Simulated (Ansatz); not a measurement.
**HfN under changes of volume**

One of the cells (11.482 Å³/atom); the others are scaled copies at fixed shape and fractional positions:

```
Hf N
1.0
     0.00000    2.25600    2.25600
     2.25600    0.00000    2.25600
     2.25600    2.25600    0.00000
Hf N
1 1
Direct
  0.00000 0.00000 0.00000
  0.50000 0.50000 0.50000
```

- Program: Ansatz 0.2.0
- Functional: PBEsol
- Potentials or basis: all-electron LAPW, scalar-relativistic
- Cutoff: 371 eV (chosen from the basis error)
- Basis error allowed: 0.0005 eV/atom
- k mesh: 10 × 10 × 10
- Occupations: fermi-dirac, width 0.05 eV
- Spin: no spin polarisation

| volume (Å³/atom) | energy over the lowest point (meV/atom) | pressure (GPa) |
| --- | --- | --- |
| 10.793 | ? | ? |
| 11.023 | 11.56 | 10.4 |
| 11.252 | 1.38 | 3.9 |
| 11.482 | 0.00 | -1.9 |
| 11.712 | 6.53 | -7.1 |
| 11.941 | 20.18 | -11.8 |
| 12.171 | 40.23 | -16.0 |

What does the run at 10.793 Å³/atom give?

Energy over the lowest point 31.53 meV/atom; pressure 17.6 GPa.

Worked out: A Birch-Murnaghan fit of order 3 (a polynomial in V^(-2/3)) to the other rows has its minimum at 11.40 Å³/atom with B0 = V·E''(V) = 284 GPa and B' = 4.4. It gives 31.64 meV/atom at 10.793 Å³/atom, against the run's 31.53, and -dE/dV = 17.7 GPa, against 17.6.

Energies are extrapolated to zero smearing.

The runs don't all hold the same shells in valence.
